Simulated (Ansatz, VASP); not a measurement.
# CsH: VASP beside Ansatz

INCAR

```
ALGO = Normal ; EDIFF = 1E-6
ENCUT = 520 ; ISIF = 2
ISMEAR = 0 ; LASPH = True
LCHARG = False ; LREAL = False
LWAVE = False ; NBANDS = 12
NELM = 100 ; PREC = Accurate
SIGMA = 0.05
```

File KPOINTS:

```
k-points
0
Gamma
  8 8 8
```

POSCAR

```
CsH
1.0
    0.0000000000      3.1880000000      3.1880000000
    3.1880000000      0.0000000000      3.1880000000
    3.1880000000      3.1880000000      0.0000000000
Cs H
1 1
Direct
    0.0000000000      0.0000000000      0.0000000000
    0.5000000000      0.3117942284      0.5000000000
```

Input for Ansatz:

```yaml
crystal:
  lattice:
    - [0.0, 3.188, 3.188]
    - [3.188, 0.0, 3.188]
    - [3.188, 3.188, 0.0]
  atoms:
    - { symbol: Cs, position: [0.0, 0.0, 0.0] }
    - { symbol: H, position: [0.5, 0.3117942284, 0.5] }
basis:
  ecutwfc: 420
kpoints:
  mp_grid: { grid: [8, 8, 8] }
hamiltonian:
  xc: lda
scf:
  occupations: { method: gaussian, width: 0.05 }
output:
  forces: true
  stress: true
  eigenvalues: true
```

Alike in both runs: task single point; functional LDA; k mesh 8 × 8 × 8; occupations gaussian, width 0.05 eV; no spin polarisation.

```csv
,VASP,Ansatz
version,VASP 6.6.1,Ansatz 0.2.0
potentials or method,"VASP PAW LDA potentials, release 64 (Cs_sv, H)","scalar-relativistic, plane waves, PAW"
plane-wave cutoff (eV),520,420
valence electrons in the cell,10,10
```

Ansatz gave:

| Property | Result |
| --- | --- |
| gap on the k mesh at the Fermi level (eV) | 1.89 |
| least direct gap on the mesh (eV) | 1.89 |
| pressure (GPa) | 0.3 |
| largest component of the traceless stress (GPa) | 2.04 |
| rms of the force components (eV/Å) | 0.311 |

Which values does VASP return?

gap on the k mesh at the Fermi level (eV): 1.87; least direct gap on the mesh (eV): 1.87; pressure (GPa): 0.3; largest component of the traceless stress (GPa): 2.09; rms of the force components (eV/Å): 0.317.

Atom by atom the forces differ by 0.006 eV/Å (rms over components).

Caveats: spin-orbit coupling is left out, which moves the levels of the heavy elements. A k mesh can miss the band edges.
